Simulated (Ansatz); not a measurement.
**What a change of settings does to a run on CuO**

The structure comes from a relaxation in the same program, started in the zincblende type. Whether it is a known phase or the ground state wasn't checked. The listed cell was then made from it by scaling, straining or moving an atom.

First run: DFT, PBE, all-electron LAPW, scalar-relativistic (Ansatz 0.2.0).

Command: `ansatz run input.yaml --threads 1 --pin off --max-ram 2048MiB --backend cpu --events-out ev --progress --plain --runs-dir out` The run took 42 s on 1 thread of AMD EPYC 7R43 64-Core Processor (Zen 3), with other jobs on the host, peak memory 0.5 GiB.

```yaml
crystal:
  lattice:
    - [0.0, 2.3061620674, 2.3061620674]
    - [2.3061620674, 0.0, 2.3061620674]
    - [2.3061620674, 2.3061620674, 0.0]
  atoms:
    - { symbol: Cu, position: [0.0, 0.0, 0.0] }
    - { symbol: O, position: [0.25, 0.25, 0.25] }
kpoints:
  mp_grid: { grid: [16, 16, 16] }
scf:
  occupations: { method: fermi_dirac, width: 0.05 }
hamiltonian:
  xc: pbe
  pseudopotentials: { kind: all_electron, lapw: { basis_error: 0.001 } }
output:
  forces: true
  stress: true
  eigenvalues: true
```

Result: converged; pressure -6.94 GPa; 8 SCF iterations.

Without spin polarisation or U, such a compound can come out metallic where the real one is a magnetic insulator.

The input is then changed:

```diff
@@ -14,4 +14,5 @@
   xc: pbe
   pseudopotentials: { kind: all_electron, lapw: { basis_error: 0.001 } }
+  dispersion: d3bj
 output:
   forces: true
```

**Question.** What does the second run give?

**Answer.** It converged; pressure -10.06 GPa; 8 SCF iterations.
